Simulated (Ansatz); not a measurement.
## Cu: course of a relaxation

These are results of Ansatz, DFT r2SCAN, scalar-relativistic, plane waves, PAW, not measurements. Run with 500 eV cutoff, 20×20×20 k-mesh, Gaussian smearing of 0.10 eV, no spin polarisation.

What was changed in Mg: Mg → Cu on all its sites, cell and atoms relaxed.

Input:

```yaml
crystal:
  lattice:
    - [-1.4367899906, 1.4367899906, 1.3943177839]
    - [1.4367899906, -1.4367899906, 1.3943177839]
    - [1.4367899906, 1.4367899906, -1.3943177839]
  atoms:
    - { symbol: Cu, position: [0.0, 0.0, 0.0] }
basis:
  ecutwfc: 500
kpoints:
  mp_grid: { grid: [20, 20, 20] }
hamiltonian:
  xc: r2scan
scf:
  occupations: { method: gaussian, width: 0.1 }
output:
  forces: true
  stress: true
  eigenvalues: true
relax:
  adjacent_minimum: "off"
  f_tol: 0.01
  max_steps: 60
  cell: { stress_tol: 0.1 }
```

F is the free energy. Steps run on the plane waves of an earlier cell, but the last one, and at times one on the way, on a freshly chosen basis, so a repeated geometry can differ a little in energy.

Steps:

```
step F − F(1) (eV) largest force component (eV/Å) V (Å³/atom) P (GPa)
   1         0.0000                           0.000       11.514    -0.53
   2        -0.0002                           0.000       11.495    -0.26
   3        -0.0006                           0.000       11.446     0.51
   4        -0.0007                           0.000       11.480     0.01
   5        -0.0007                           0.000       11.480     0.01
```

Relaxed structure:

```
CELL_PARAMETERS angstrom
-1.44875 1.44875 1.36745
1.44875 -1.44875 1.36745
1.44875 1.44875 -1.36745
ATOMIC_POSITIONS crystal
Cu 0.00000 0.00000 0.00000
```

It takes space group I4/mmm (No. 139, tetragonal). Conventional cell: a = 2.897 Å, b = 2.897 Å, c = 2.735 Å, α = 90.00°, β = 90.00°, γ = 90.00°. Cu (site symmetry 4/mmm) is surrounded by 10 Cu at 2.46 to 2.73 Å.

The run converged. The run took roughly 70 core-seconds.